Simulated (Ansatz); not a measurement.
# Li2Se: the cost of one run

Method: DFT PBE, scalar-relativistic, plane waves, PAW, in Ansatz 0.2.0.

1 further run of the same task is left out (set aside as unsound or not needed).

## (1) The structure to begin with

It takes space group Fm-3m (No. 225, cubic). The conventional cell has a = 6.005 Å, b = 6.005 Å, c = 6.005 Å, α = 90.00°, β = 90.00°, γ = 90.00°. Li (site symmetry -43m) is surrounded by 4 Se at 2.60 Å. Around Se (site symmetry m-3m) lie 8 Li at 2.60 Å.

As a file:

```xyz
3
Lattice="0.0000 3.0025 3.0025 3.0025 0.0000 3.0025 3.0025 3.0025 0.0000" Properties=species:S:1:pos:R:3 pbc="T T T"
Li    1.5012    1.5012    1.5012
Li    4.5038    4.5038    4.5038
Se    0.0000    0.0000    0.0000
```

It is the result of an earlier relaxation at this level (volume 18.05 Å³/atom; gap on the mesh: 2.98 eV).

## (2) Electronic structure at the relaxed geometry

Input file input.yaml:

```yaml
crystal:
  lattice:
    - [0.0, 3.0025, 3.0025]
    - [3.0025, 0.0, 3.0025]
    - [3.0025, 3.0025, 0.0]
  atoms:
    - { symbol: Li, position: [0.25, 0.25, 0.25] }
    - { symbol: Li, position: [0.75, 0.75, 0.75] }
    - { symbol: Se, position: [0.0, 0.0, 0.0] }
basis:
  ecutwfc: 420
kpoints:
  mp_grid: { grid: [8, 8, 8] }
  band_path:
    path:
      - [[0.0, 0.0, 0.0], [0.5, 0.0, 0.5], [0.625, 0.25, 0.625]]
      - [[0.375, 0.375, 0.75], [0.0, 0.0, 0.0], [0.5, 0.5, 0.5], [0.5, 0.25, 0.75], [0.5, 0.0, 0.5]]
    npoints: 14
hamiltonian:
  xc: pbe
scf:
  occupations: { method: gaussian, width: 0.02 }
  n_extra_bands: 7
output:
  forces: true
  stress: true
  eigenvalues: true
  populations: true
  dos: { projected: true, de: 0.02, nscf_kmesh: { grid: [12, 12, 12] } }
  bader: true
```

On the command line:

```sh
$ ansatz run input.yaml --threads 1 --pin off --max-ram 2560MiB --backend cpu --events-out ev --progress --plain --runs-dir out
```

**Question.** How long does this run take on 1 thread of Intel Xeon Platinum 8488C (Sapphire Rapids), shared host, and how much memory does it need?

About 21 s, with a peak of 0.44 GiB.
